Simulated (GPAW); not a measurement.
# TiSi2 (Cmcm) in GPAW: single point with PBE

Aim: the single point of TiSi2 with PBE.

Everything below comes from runs of GPAW 26.7.0. Logs are shortened: lines on timing, memory, paths and dates and some standing lists are left out, and cuts for length are marked. The log counts tension as positive stress, the text compression.

## (1) Starting point

It takes space group Cmcm (No. 63, orthorhombic). The conventional cell has a = 3.530 Å, b = 13.519 Å, c = 3.565 Å, α = 90.00°, β = 90.00°, γ = 90.00°. Ti (site symmetry m2m) has 10 Si at 2.58 to 2.81 Å as nearest neighbours. Si (site symmetry m2m) has 4 Si at 2.51 Å and 4 Ti at 2.66 to 2.67 Å as nearest neighbours. Around Si (site symmetry m2m) lie 2 Si at 2.38 Å and 4 Ti at 2.58 Å.

The cell comes from a database or a generator and needn't be the stable form of this composition.

## (2) Single point, PBE

File run.py:

```python
from ase import Atoms
from ase.dft.bandgap import bandgap
from ase.io import write
from ase.units import GPa
from gpaw import GPAW, PW

atoms = Atoms(['Ti', 'Ti', 'Si', 'Si', 'Si', 'Si'],
              cell=[[1.765105025, -6.759281535, 0.0],
                    [1.765105025, 6.759281535, 0.0],
                    [0.0, 0.0, 3.56517397]],
              scaled_positions=[[0.10311808, 0.89688192, 0.25],
                                [0.89688192, 0.10311808, 0.75],
                                [0.75031482, 0.24968518, 0.25],
                                [0.24968518, 0.75031482, 0.75],
                                [0.44174855, 0.55825145, 0.25],
                                [0.55825145, 0.44174855, 0.75]],
              pbc=True)

calc = GPAW(mode=PW(500),
            xc='PBE',
            kpts={'size': (6, 6, 6), 'gamma': True},
            occupations={'name': 'fermi-dirac', 'width': 0.05},
            nbands=38,
            maxiter=120,
            txt='gpaw.txt')
atoms.calc = calc
energy = atoms.get_potential_energy()
forces = atoms.get_forces()
stress = atoms.get_stress()
calc.write('gs.gpw')
write('result.traj', atoms)
print(f'Energy: {energy:.6f} eV')
print('Forces (eV/A):')
print(forces.round(4))
print('Stress (GPa):', (stress / GPa).round(3))
print('Fermi level:', round(calc.get_fermi_level(), 4), 'eV')
print(f'Gap: {bandgap(calc)[0]:.4f} eV, direct: {bandgap(calc, direct=True)[0]:.4f} eV')
```

Potentials or basis: GPAW PAW data sets (gpaw-data 1.2.1), pw.

Command:

```bash
$ OMP_NUM_THREADS=1 python run.py
```

gpaw.txt:

```text
__  _  _
 | _ |_)|_||  |
 |__||  | ||/\| - 26.7.0

Input parameters:
  mode=PW(ecut=500.0),
  kpts=MonkhorstPack(size=(6, 6, 6), gamma=True),
  maxiter=120,
  nbands=38,
  occupations=Occupations(name='fermi-dirac', width=0.05),
  xc=XC(name='PBE')

Diagonalizing LCAO Hamiltonian
Converting LCAO to pw mode

             Si
              Ti
          Si

           Si
       Ti
        Si

Atoms  # Å, Bohr magnetons
|   | symbol |        x |         y |        z |    initial magnetic moments |
|---|--------|----------|-----------|----------|-----------------------------|
| 0 |     Ti | 1.765105 |  5.365273 | 0.891293 | ( 0.0000,  0.0000,  0.0000) |
| 1 |     Ti | 1.765105 | -5.365273 | 2.673880 | ( 0.0000,  0.0000,  0.0000) |
| 2 |     Si | 1.765105 | -3.383897 | 0.891293 | ( 0.0000,  0.0000,  0.0000) |
| 3 |     Si | 1.765105 |  3.383897 | 2.673880 | ( 0.0000,  0.0000,  0.0000) |
| 4 |     Si | 1.765105 |  0.787476 | 0.891293 | ( 0.0000,  0.0000,  0.0000) |
| 5 |     Si | 1.765105 | -0.787476 | 2.673880 | ( 0.0000,  0.0000,  0.0000) |

Unit cell  # Å
| periodic |        x |         y |        z |  lengths |     angles |
|----------|----------|-----------|----------|----------|------------|
|      yes | 1.765105 | -6.759282 | 0.000000 | 6.985949 |  90.000000 |
|      yes | 1.765105 |  6.759282 | 0.000000 | 6.985949 |  90.000000 |
|      yes | 0.000000 |  0.000000 | 3.565174 | 3.565174 | 150.729457 |

Number of symmetries: 4
Symmetry operations  # r_c * U_cc + t_c -> r_c
|   | kind |            matrix            |
|---|------|------------------------------|
| 0 |  E   |  1, 0, 0,  0, 1, 0,  0, 0, 1 |
| 1 |  C2  |  0, 1, 0,  1, 0, 0,  0, 0,-1 |
| 2 |  σ   |  0,-1, 0, -1, 0, 0,  0, 0, 1 |
| 3 |  i   | -1, 0, 0,  0,-1, 0,  0, 0,-1 |

BZ-sampling:
  Number of BZ points: 216
  Number of IBZ points: 68

  Monkhorst-Pack size: [6, 6, 6]
  Monkhorst-Pack shift: [0.08333333333333333, 0.08333333333333333, 0.08333333333333333]

K-points  # in reciprocal-cell coordinates
|     |                                coordinates |     weight |
|-----|--------------------------------------------|------------|
|   0 | (  0.00000000,   0.00000000,   0.00000000) | 0.00462963 |
|   1 | (  0.00000000,   0.00000000,   0.16666667) | 0.00925926 |
|   2 | (  0.00000000,   0.00000000,   0.33333333) | 0.00925926 |
|   3 | (  0.00000000,   0.00000000,   0.50000000) | 0.00462963 |
|   4 | (  0.16666667,  -0.16666667,  -0.33333333) | 0.00925926 |
|   5 | (  0.16666667,  -0.16666667,  -0.16666667) | 0.00925926 |
|   6 | (  0.16666667,  -0.16666667,   0.00000000) | 0.00925926 |
|   7 | (  0.16666667,  -0.16666667,   0.16666667) | 0.00925926 |
|   8 | (  0.16666667,  -0.16666667,   0.33333333) | 0.00925926 |
|   9 | (  0.16666667,  -0.16666667,   0.50000000) | 0.00925926 |
| ... |                                            |            |
|  67 | (  0.50000000,   0.50000000,   0.50000000) | 0.00462963 |

Plane wave coefficients: 2188
Cutoff: 500.0 eV

Spin-components: 1 (collinear spins)
Bands:           38
Projectors:      32
Spin-degeneracy: 2
Datatype:        complex128

Parallelization:
  kpt:    1
  domain: 1
  band:   1

Density:
  Valence electrons: 40.0
  Components: 1
  Grid points: [40 40 20]
  Charge: 0.0  # |e|

Potential:
  Grid points: [40 40 20]

species:
  Ti:
    name:    Titanium
    Z:       22.0
    valence: 12
    core:    10
    charge:  0.0  # [|e|]
    compensation charges:
      type: gauss
      rc: 0.38  # [Å]
      lmax: 2
    cutoffs:
      filter: 2.23  # [Å]
      core: 1.02  # [Å]
    projectors
    | kind |    occ | energy [eV] | rcut [Å] |
    |------|--------|-------------|----------|
    |   3s |  2.000 |     -62.623 |    1.270 |
    |   4s |  2.000 |      -4.466 |    1.270 |
    |   3p |  6.000 |     -38.862 |    1.058 |
    |   4p |  0.000 |      -1.466 |    1.058 |
    |   3d |  2.000 |      -4.258 |    1.058 |
    |    d |        |      22.953 |    1.058 |

    Using partial waves for Ti as LCAO basis

  Si:
    name:    Silicon
    Z:       14.0
    valence: 4
    core:    10
    charge:  0.0  # [|e|]
    compensation charges:
      type: gauss
      rc: 0.33  # [Å]
      lmax: 2
    cutoffs:
      filter: 1.86  # [Å]
      core: 2.06  # [Å]
    projectors
    | kind |    occ | energy [eV] | rcut [Å] |
    |------|--------|-------------|----------|
    |   3s |  2.000 |     -10.812 |    1.058 |
    |   3p |  2.000 |      -4.081 |    1.058 |
    |    s |        |      16.399 |    1.058 |
    |    p |        |      23.130 |    1.058 |
    |    d |        |       0.000 |    1.058 |

    Using partial waves for Si as LCAO basis

Reference energy: -77993.405564  # eV

eigensolver:
  PPCG
  Converge bands: occupied
  niter=2

density mixing:
  MSR1-Mixer
  Pratt-step length: 0.05
  Maximum mixing coefficient: 0.75
  Old densities: 10
  SVD Regularization: 0.005
  Good broyden scale: 1.0
  Trust region scale: 1.0
  Backstep threshold: 4.0
  History deletion threshold: 6.0
  Fourier metric: weight=20.0, sigma=0.015

occupation numbers:
  Fermi-Dirac:
    width: 0.0500  # eV

poisson solver:
  ecut: 4000.0  # eV

xc functional:
  name: PBE with 2 nearest neighbor stencil

convergence criteria:
- Maximum [total energy] change in last 3 cyles: 0.0005 eV / valence electron
- Maximum integral of absolute [dens]ity change: 0.0001 electrons / valence electron
- Maximum integral of absolute [eigenst]ate change: 4e-08 eV^2 / valence electron
maximum number of iterations: 120

SCF iterations
|iter     | |      energy | eigst |  dens |
|---------|-|-------------|-------|-------|
|iter:   1| |  -38.236298 | +0.38 |       |
|iter:   2| |  -38.347989 | -2.03 | -1.23 |
|iter:   3| |  -38.673979 | -1.18 | -1.25 |
|iter:   4| |  -38.263460 | -1.45 | -1.40 |
|iter:   5| |  -38.240089 | -2.29 | -1.71 |
|iter:   6| |  -38.230745 | -3.01 | -2.07 |
|iter:   7| |  -38.228003c| -3.63 | -2.36 |
|iter:   8| |  -38.228047c| -5.11 | -3.09 |
|iter:   9| |  -38.228048c| -6.67 | -3.82 |
|iter:  10| |  -38.228048c| -8.04c| -4.43c|

Converged in 10 steps
Energy contributions relative to reference atoms: (reference = -77993.405564)

Energy contributions:
  Kinetic:          43.339544
  Coulomb:         -34.378063
  Zero:             -0.204938
  External:          0.000000
  Xc:              -46.977176
  Entropy:          -0.014829
  Spinorbit:         0.000000
  ----------------------------
  Free energy:     -38.235462
  Extrapolated:    -38.228048

dipole moment: (-0.000009, -0.000000, -0.000009)  # |e|*Ang

Fermi level: 10.125
Eigenvalues  # (at kpt = [0.000, 0.000, 0.000])
| band index |      eig [eV] | occ [0-2] |
|------------|---------------|-----------|
|          0 |       -46.680 |     2.000 |
|        ... |               |           |
|         11 |         6.725 |     2.000 |
|         12 |         7.030 |     2.000 |
|         13 |         7.208 |     2.000 |
|         14 |         7.516 |     2.000 |
|         15 |         7.584 |     2.000 |
|         16 |         7.974 |     2.000 |
|         17 |         8.024 |     2.000 |
|         18 |         8.051 |     2.000 |
|         19 |        10.599 |     0.000 |
|         20 |        10.832 |     0.000 |
|         21 |        10.955 |     0.000 |
|         22 |        11.021 |     0.000 |
|         23 |        11.486 |     0.000 |
|         24 |        11.503 |     0.000 |
|         25 |        12.227 |     0.000 |
|         26 |        12.733 |     0.000 |
|        ... |               |           |
|         37 |        20.124 |     0.000 |

No gap
No difference between direct/indirect transitions

Forces  # eV/Ang
|       x |        y |        z |
|---------|----------|----------|
| 0.00000 |  0.03936 | -0.00000 |  # Ti   0
| 0.00000 | -0.03936 |  0.00000 |  # Ti   1
| 0.00000 | -0.03969 |  0.00000 |  # Si   2
| 0.00000 |  0.03969 | -0.00000 |  # Si   3
| 0.00000 |  0.23287 |  0.00000 |  # Si   4
| 0.00000 | -0.23287 | -0.00000 |  # Si   5

Stress tensor  # eV/Ang^3
|         x |         y |         z |
|-----------|-----------|-----------|
| -0.016369 |  0.000000 |  0.000000 |
|  0.000000 | -0.013780 |  0.000000 |
|  0.000000 |  0.000000 | -0.015775 |

# Writing to gs.gpw (mode='')
```

It took 2.5 min on 1 thread of Arm Neoverse V2, shared host; peak memory 0.3 GiB.

What came out:

| Quantity | Value |
| --- | --- |
| Free energy | -38.2355 eV |
| Pressure | 2.5 GPa |
| Largest force | 0.233 eV/Å |
| Band gap on the k mesh | none (metal or under the smearing width) |

Forces in eV/Å, atoms in the order of the input:
```
Ti   0.000  0.039  0.000
Ti   0.000 -0.039  0.000
Si   0.000 -0.040  0.000
Si   0.000  0.040  0.000
Si   0.000  0.233  0.000
Si   0.000 -0.233  0.000
```

Caveat: the cutoff is short for stress and forces, so pressures can be off by a GPa or more; the program warned that so skewed a cell can give wrong results.
